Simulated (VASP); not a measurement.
Write the native input for VASP 6.6.1 that does the following.

- Task: relaxation of cell and atoms
- Functional: LDA
- Potentials or basis: VASP PAW LDA potentials, release 64 (Li_sv, Nb_sv, O)
- Cutoff: 600 eV
- k mesh: 6 × 6 × 6
- Occupations: gaussian, width 0.03 eV
- Spin: no spin polarisation
- Further INCAR settings: ALGO = Normal; EDIFF = 1e-06; IBRION = 2; EDIFFG = -0.01; NSW = 90; ISIF = 3

The structure of LiNbO3 lies in POSCAR:

```
LiNbO3
1.0
    2.5758000000      1.4871388234      4.6230000000
   -2.5758000000      1.4871388234      4.6230000000
    0.0000000000     -2.9742776468      4.6230000000
Li Nb O
2 2 6
Direct
    0.2815000000      0.2815000000      0.2815000000
    0.7815000000      0.7815000000      0.7815000000
    0.0000550000      0.0000550000      0.0000550000
    0.5000550000      0.5000550000      0.5000550000
    0.1123100000      0.3583600000      0.7195900000
    0.7195900000      0.1123100000      0.3583600000
    0.3583600000      0.7195900000      0.1123100000
    0.2195900000      0.8583600000      0.6123100000
    0.8583600000      0.6123100000      0.2195900000
    0.6123100000      0.2195900000      0.8583600000
```

One way to write it, as run:

INCAR

```
SYSTEM = LiNbO3
  ALGO = Normal
  EDIFF = 1E-6
  EDIFFG = -0.01
  ENCUT = 600
  IBRION = 2
  ISIF = 3
  ISMEAR = 0
  KPAR = 4
  LASPH = .TRUE.
  LCHARG = .FALSE.
  LREAL = .FALSE.
  LWAVE = .FALSE.
  NELM = 80
  NSW = 90
  PREC = Accurate
  SIGMA = 0.03
```

KPOINTS

```
k-points
0
G
  6 6 6
  0 0 0
```

Potentials or basis: VASP PAW LDA potentials, release 64 (Li_sv, Nb_sv, O).

The run is started by

```bash
$ cat potpaw_LDA.64/Li_sv/POTCAR potpaw_LDA.64/Nb_sv/POTCAR potpaw_LDA.64/O/POTCAR > POTCAR
$ mpirun -np 4 vasp_std > vasp.out
```

It gave:

| Quantity | Value |
| --- | --- |
| Relaxed volume | 10.13 Å³/atom |
| Relaxed cell | a = 5.415 Å, b = 5.415 Å, c = 5.415 Å, α = 55.76°, β = 55.76°, γ = 55.76° |
| Space group after relaxing (to 0.05 Å) | R3c (No. 161) |
| Energy gained by relaxing | 9.9 meV/atom |
| Ionic steps | 15 |
| Pressure after relaxing | 0.0 GPa |
| Largest force after relaxing | 0.009 eV/Å |
| Band gap on the k mesh | 3.45 eV, indirect (least direct gap 3.48 eV) |

Caveat: the cutoff is under 1.25 times the usual one of these potentials, so pressure, stress and relaxed cells hold a basis-set (Pulay) error.

It took 8.2 min on 4 MPI ranks on Intel(R) Xeon(R) Platinum 8488C (Sapphire Rapids), with other jobs on the host, peak memory 0.38 GiB a rank.
